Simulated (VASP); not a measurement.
# VASP 6.6.1 run: GaN

INCAR

```
SIGMA = 0.02
PREC = Accurate
EDIFF = 1E-7
NELM = 79
BMIX = 3
LCHARG = .FALSE.
ISIF = 2
GGA = PE
LWAVE = .FALSE.
LASPH = .TRUE.
LREAL = .FALSE.
NSW = 0
ISMEAR = -1
NELECT = 17.9
NBANDS = 16
ENCUT = 520
IBRION = -1
```

KPOINTS

```
KPOINTS created by Atomic Simulation Environment
0
Gamma
10 10 10
0 0 0
```

POSCAR

```
Ga N
 1.0000000000000000
    -0.0186955017000000    2.0898197332000001    2.0898197332000001
     2.0898197332000001   -0.0186955017000000    2.0898197332000001
     2.0898197332000001    2.0898197332000001   -0.0186955017000000
 Ga  N
   1   1
Cartesian
  0.0000000000000000  0.0000000000000000  0.0000000000000000
  2.0804719823500002  2.0804719823500002  2.0804719823500002
```

The recommended PBE PAW datasets give the neutral cell 18 valence electrons.

Command

```
mpirun -np 1 vasp_std
```

OSZICAR

```
N       E                     dE             d eps       ncg     rms          rms(c)
DAV:   1     0.707655107429E+02    0.70766E+02   -0.85045E+03  4360   0.197E+03
DAV:   2    -0.944006985564E+01   -0.80206E+02   -0.75194E+02  4264   0.315E+02
DAV:   3    -0.135598410053E+02   -0.41198E+01   -0.40769E+01  4240   0.615E+01
DAV:   4    -0.135947175302E+02   -0.34877E-01   -0.34848E-01  4672   0.595E+00
DAV:   5    -0.135951337205E+02   -0.41619E-03   -0.41617E-03  4320   0.591E-01    0.696E+00
DAV:   6    -0.123941274613E+02    0.12010E+01   -0.10380E+00  5432   0.207E+01    0.361E+00
DAV:   7    -0.120064915904E+02    0.38764E+00   -0.93426E-01  5472   0.140E+01    0.155E+00
DAV:   8    -0.119756130663E+02    0.30879E-01   -0.83131E-02  4632   0.331E+00    0.383E-01
DAV:   9    -0.119721312064E+02    0.34819E-02   -0.11035E-02  4672   0.426E+00    0.214E-01
DAV:  10    -0.119721499823E+02   -0.18776E-04   -0.16092E-03  4392   0.409E-01    0.420E-02
DAV:  11    -0.119720765886E+02    0.73394E-04   -0.27979E-04  4832   0.256E-01    0.367E-02
DAV:  12    -0.119720706189E+02    0.59697E-05   -0.20686E-05  4416   0.410E-02    0.131E-02
DAV:  13    -0.119720713327E+02   -0.71381E-06   -0.55010E-06  4632   0.349E-02    0.820E-03
DAV:  14    -0.119720708057E+02    0.52700E-06   -0.22624E-06  4504   0.186E-02    0.260E-03
DAV:  15    -0.119720706175E+02    0.18820E-06   -0.16911E-07  3760   0.537E-03    0.159E-03
DAV:  16    -0.119720706232E+02   -0.57362E-08   -0.90933E-09  2168   0.837E-04
   1 F= -.11972071E+02 E0= -.11971581E+02  d E =-.979500E-03
```

Standard output (part)

```
POSCAR found type information on POSCAR GaN
 POSCAR found :  2 types and       2 ions
 LDA part: xc-table for (Slater+PW92), standard interpolation
 POSCAR, INCAR and KPOINTS ok, starting setup
 WAVECAR not read
 entering main loop
 the old and the new charge density differ
    0.696E+00
```

From OUTCAR

```
k-points           NKPTS =    116   k-points in BZ     NKDIM =    116   number of bands    NBANDS=     16

   NELECT =      17.9000    total number of electrons

   dimension x,y,z NGX =    24 NGY =   24 NGZ =   24
   dimension x,y,z NGXF=    48 NGYF=   48 NGZF=   48

  energy-cutoff  :      520.00
  volume of cell :       18.50
      direct lattice vectors                 reciprocal lattice vectors
    -0.018695502  2.089819733  2.089819733    -0.236068228  0.238199154  0.238199154
     2.089819733 -0.018695502  2.089819733     0.238199154 -0.236068228  0.238199154
     2.089819733  2.089819733 -0.018695502     0.238199154  0.238199154 -0.236068228

 k-points in reciprocal lattice and weights: KPOINTS created by Atomic Simulation Env
   0.00000000  0.00000000  0.00000000       0.001
   0.10000000  0.00000000  0.00000000       0.006
   0.20000000  0.00000000  0.00000000       0.006
   0.30000000  0.00000000  0.00000000       0.006
   0.40000000  0.00000000  0.00000000       0.006
   0.50000000 -0.00000000 -0.00000000       0.003
   0.10000000  0.10000000  0.00000000       0.006
   0.20000000  0.10000000  0.00000000       0.012
   ...

 E-fermi :   7.9513

 k-point     1 :       0.0000    0.0000    0.0000
  band No.  band energies     occupation
      1      -9.3833      2.00000
      2      -5.7999      2.00000
      3      -5.7999      2.00000
      4      -5.7925      2.00000
      5      -5.7008      2.00000
      6      -5.7008      2.00000
      7       7.4676      2.00000
      8       7.4676      2.00000
      9       7.6281      2.00000
     10      10.5840      0.00000
     11      22.9178      0.00000
     12      22.9178      0.00000
     13      23.3347      0.00000
     14      24.2153      0.00000
     15      24.2890      0.00000
     16      24.2890      0.00000

 k-point     2 :       0.1000    0.0000    0.0000
  band No.  band energies     occupation
      1      -9.1871      2.00000
      2      -5.8076      2.00000
      3      -5.7942      2.00000
      4      -5.7826      2.00000
      5      -5.7145      2.00000
      6      -5.7114      2.00000
      7       6.3405      2.00000
      8       7.4962      2.00000
      9       7.6328      2.00000
     10      11.5097      0.00000
     11      20.5599      0.00000
     12      22.2468      0.00000
     13      22.4341      0.00000
     14      24.2258      0.00000
     15      24.2567      0.00000
     16      24.5521      0.00000

 k-point     3 :       0.2000    0.0000    0.0000
  band No.  band energies     occupation
      1      -8.6183      2.00000
      2      -5.8312      2.00000
      3      -5.8262      2.00000
      4      -5.8076      2.00000
      5      -5.6956      2.00000
      6      -5.6914      2.00000
      7       4.3112      2.00000
      8       7.5802      2.00000
      9       7.6960      1.99999
     10      12.7861      0.00000
     11      18.5057      0.00000
     12      20.5115      0.00000
     13      20.6352      0.00000
     14      23.9950      0.00000
     15      25.2496      0.00000
     16      25.6335      0.00000

 ...

  Total        0.1806325      0.1806325      0.1806325      0.1767187      0.1767187      0.1767187
  in kB       15.6444801     15.6444801     15.6444801     15.3055067     15.3055067     15.3055067
  external PRESSURE =      15.6444801 kB  Pullay stress =       0.0000000 kB

 POSITION                                       TOTAL-FORCE (eV/Angst)
 -----------------------------------------------------------------------------------
      0.00000      0.00000      0.00000        -0.000000     -0.000000      0.000000
      2.08047      2.08047      2.08047         0.000000      0.000000     -0.000000
 -----------------------------------------------------------------------------------
    total drift:                                0.000000     -0.000000     -0.000000

  FREE ENERGIE OF THE ION-ELECTRON SYSTEM (eV)
  ---------------------------------------------------
  free  energy   TOTEN  =       -11.9720706232 eV

  energy  without entropy=      -11.9710911233  energy(sigma->0) =      -11.97158087
```

It converged. Results: pressure 1.6 GPa.

The cell is charged and sits in a uniform background.

For comparison, a separate PBE run of the intended cell, on usual settings and not on those above, gives a gap of 0.71 eV on its mesh and a pressure of 12.5 GPa.

The run above took about 15 s on one core of a shared host (Intel Xeon 6975P-C) and held 0.16 GiB at most.
